Rutile-type HfO2 (P4_2/mnm) under uniform strain, computed with Ansatz 0.2.0 using the HSE06 functional, PAW potentials, a 420 eV plane-wave cutoff and a 4×4×4 k mesh, without spin polarisation. The atomic positions were relaxed with r2SCAN at each volume and held fixed for the HSE06 stresses. Pressure and stress are positive in compression.

| volume (Å³/atom) | c/a | shortest distance (Å) | pressure (GPa) | stress xx (GPa) | stress zz (GPa) |
| --- | --- | --- | --- | --- | --- |
| 11.115 | 0.6655 | 1.991 | 37.00 | 34.40 | 42.20 |
| 11.466 | 0.6655 | 2.014 | 26.00 | 24.10 | 29.80 |
| 11.824 | 0.6655 | 2.038 | 16.30 | 15.00 | 18.80 |
| 12.190 | 0.6655 | 2.063 | 7.80 | 7.10 | 9.10 |
| 12.563 | 0.6655 | 2.087 | 0.30 | 0.20 | 0.60 |
| 12.944 | 0.6655 | 2.109 | -6.10 | -5.70 | -7.00 |
| 13.332 | 0.6655 | 2.126 | -11.80 | -10.80 | -13.60 |
| 13.728 | 0.6655 | 2.143 | -16.60 | -15.20 | -19.50 |
| 14.132 | 0.6655 | 2.159 | -20.70 | -18.80 | -24.70 |

The table follows a crystal of hafnium dioxide in the rutile structure as all its edges are shortened or stretched in the same proportion. The ratio c/a therefore stays fixed, while the atoms inside the cell were allowed to settle. Stress xx acts along the edge a (and equally along b), stress zz along the edge c, and the pressure is the mean of the three. Positive values mean that the crystal pushes outwards against its compressed cell, negative values that it pulls inwards.

The pressure falls in every row, but in ever smaller steps. With a volume 11.5% below that of the middle row the crystal pushes with 37 GPa; with one 12.5% above, it pulls with only 21 GPa. The stiffness, meaning the change of pressure for a given relative change of volume, drops by a factor of 2.5 from the first step to the last.

The reason lies in the two forces that hold an ionic oxide at its size. Oppositely charged ions attract each other, and this attraction changes gently with distance. Against it stands the repulsion between filled electron shells, which appears where the shells overlap and rises very steeply as ions approach. Compression therefore meets a fast-growing resistance, whereas stretching lets the repulsion fade and leaves a softer pull. This is the standard account of such a curve; the table shows the lopsided result but does not separate the two forces.

Pressure is the downward slope of energy against volume, so it vanishes where the energy is lowest, here near 12.58 Å³ per atom. That link also offers a test, because the stresses were converged only loosely. Pressures worked out from the energy differences between neighbouring rows agree with the printed ones to within 0.1 GPa. The test supports the mean pressure, but not its division between the axes, so the small splitting in the middle row is given no cause here.

Away from that row the division is plain: stress along c is larger in size than stress along a, under compression and under tension alike. Between the two rows next to the middle one, stress zz changes by 16.1 GPa and stress xx by 12.8 GPa, a ratio of 1.26. The same relative stretch thus meets more resistance along c.

Part of this can be read from the directions of the bonds. Each hafnium has six oxygen neighbours. Two of these bonds lie flat, at right angles to c, and four lean steeply towards c. Suppose that only forces along these bonds matter, and that the forces on each oxygen cancel. In the middle row all six bonds are close to 2.09 Å long, and the estimate runs as follows.

- A leaning bond spans half the edge c, 1.61 Å. The square of its share along c is (1.61/2.09)² ≈ 0.59, which leaves 0.41 for the plane of a and b.
- Each oxygen is held by one flat bond and two leaning ones. For balance, the flat bond must carry 2 × √0.41 ≈ 1.3 times the force of a leaning bond.
- A bond adds to the stress along an axis in proportion to its force times the square of its share along that axis. Along c this gives 4 × 0.59 ≈ 2.4.
- In the plane it gives 4 × 0.41 + 2 × 1.3 ≈ 4.2, shared equally by a and b, so 2.1 each.
- The expected ratio is 2.4/2.1, or about 1.1.

The unrounded estimate, 1.14, needs no knowledge of how strong the bonds are. It has the right direction, but explains only about half of the excess over an even ratio of one. Bond bending, long-range forces between ions, and repulsion between like ions are all missing from it. Hafnium ions do come closest to each other along c, where HfO₆ octahedra share edges in chains: the hafnium atoms in a chain are 3.22 Å apart, against 3.78 Å to the next chain. Their repulsion may supply part of the missing stiffness, but these data cannot test that.

The shortest distance, which is the shortest Hf–O bond, behaves less regularly. It grows by about 0.024 Å per row up to the middle of the table, but by only about 0.017 Å in each of the last three steps. The pressure shows no such change of pace.

A comparison with a cell of the same edges and six equal bonds makes sense of this. In the smallest cell the shortest bond lies 0.015 Å below that common length, around the middle it nearly reaches it, and in the largest cell it falls short by 0.014 Å again. The natural reading is that the oxygen atoms shift steadily, so that the flat and the leaning bonds become equal near the middle and then exchange order. The column follows one set of bonds before the exchange and the other set after it. The stress depends on all the bonds together, each of which changes smoothly, and so it has no kink.

The distances alone do not reveal which set is the shorter on which side, but the balance of forces on the oxygen suggests it. A flat bond must carry about 1.3 times the force of a leaning one. If both kinds are about equally stiff, it should therefore shorten more under compression and lengthen more under tension. The flat bonds are then expected to be the shorter ones in the compressed cells, and the leaning bonds in the stretched ones. The same runs print the electrostatic energy of the bare ion cores, all of them positive. Multiplied by the cell edge, this energy would stay constant if every atom kept its relative place. Instead it becomes less negative at every step, which points to a steady shift of the oxygen atoms in one direction. A rise is what one would expect if the flat bonds lengthen more than the leaning ones: an oxygen core that leaves the hafnium of its flat bond is pressed towards the two hafnium cores of its leaning bonds. The oxygen positions were also relaxed with r2SCAN, a different functional from the hybrid used for the stresses, so the volume at which the bonds cross could move somewhat if the hybrid placed the atoms itself.

Cubic hafnium dioxide in the fluorite structure makes a useful contrast. There each hafnium has eight equal bonds and the three axes are equivalent. Uniform strain must then give the same stress along every axis, and the shortest bond simply scales with the edge. The lopsided pressure curve would remain, since it comes from the nature of the forces and not from the arrangement of the bonds.

For practical use, the stiffness of about 230 GPa near zero pressure belongs to a cell whose shape is held fixed. Under a real, even pressure the softer edges a and b would shrink more than c, and c/a would rise. This freedom can only lower the resistance, so the value is best taken as an upper estimate of the bulk modulus at this level of theory. It also describes motionless atoms in the rutile form, whereas hafnium dioxide at ordinary conditions is monoclinic.

One feature remains unexplained. As the cell grows, the crystal softens faster along a than along c: the fall of stress per step shrinks by a factor of 2.9 along a and 2.4 along c, as the output below shows. The bond estimate shifts only slightly as the oxygen atoms move within a cell of fixed shape, too little to account for such a drift. Does it come from the repulsion within the chains, or from another of the forces that the estimate leaves out? Runs that change only a or only c from several of these volumes would be the place to start, first with the oxygen atoms held at their relative places and then with them relaxed by the hybrid functional. They would separate the resistance of the two axes and show how much of it the shift of the oxygen atoms takes away.

Output of the analysis:

```
Steps from the row before:
     row  middle volume (Å³/atom)  stiffness at fixed c/a (GPa)  mean pressure of the pair (GPa)  pressure from energy difference (GPa)  fall of stress xx (GPa)  fall of stress zz (GPa)
  11.466                    11.29                         353.8                             31.5                                  31.41                     10.3                     12.4
  11.824                    11.64                         315.5                            21.15                                  21.11                      9.1                       11
   12.19                    12.01                         278.9                            12.05                                  11.99                      7.9                      9.7
  12.563                    12.38                         248.9                             4.05                                  4.038                      6.9                      8.5
  12.944                    12.75                         214.2                             -2.9                                 -2.916                      5.9                      7.6
  13.332                    13.14                           193                            -8.95                                 -8.919                      5.1                      6.6
  13.728                    13.53                           164                            -14.2                                 -14.14                      4.4                      5.9
  14.132                    13.93                         141.4                           -18.65                                 -18.63                      3.6                      5.2
Bonds and splitting in each row:
     row  growth of shortest distance (Å)  length if six bonds were equal (Å)  shortest bond below that length (Å)  stress zz less xx (GPa)
  11.115                              n/a                               2.006                              0.01486                      7.8
  11.466                            0.023                               2.027                              0.01275                      5.7
  11.824                            0.024                               2.048                              0.00963                      3.8
   12.19                            0.025                               2.069                             0.005543                        2
  12.563                            0.024                               2.089                              0.00243                      0.4
  12.944                            0.022                                2.11                             0.001342                     -1.3
  13.332                            0.017                               2.131                             0.005221                     -2.8
  13.728                            0.017                               2.152                             0.009117                     -4.3
  14.132                            0.016                               2.173                              0.01402                     -5.9
Volume of smallest cell relative to middle row, percent change: -11.53
Volume of largest cell relative to middle row, percent change: 12.49
Highest pressure over size of strongest tension, ratio: 1.787
Volume at zero pressure by interpolation, Å³/atom: 12.58
Stiffness around the middle row at fixed c/a, GPa: 231.6
Stiffness of first step over last step, ratio: 2.503
Largest gap between pair pressure and energy difference, GPa: 0.0879
Change of stress zz over change of xx across the middle row, ratio: 1.258
Same ratio from balanced Hf-O bond forces alone, ratio: 1.138
Part of the excess over one that the bond estimate gives, percent: 53.42
Hf-Hf distance along c in the middle row, Å: 3.22
Hf-Hf distance to the next chain in the middle row, Å: 3.781
Fall of stress xx in first step over last step, ratio: 2.861
Fall of stress zz in first step over last step, ratio: 2.385
```
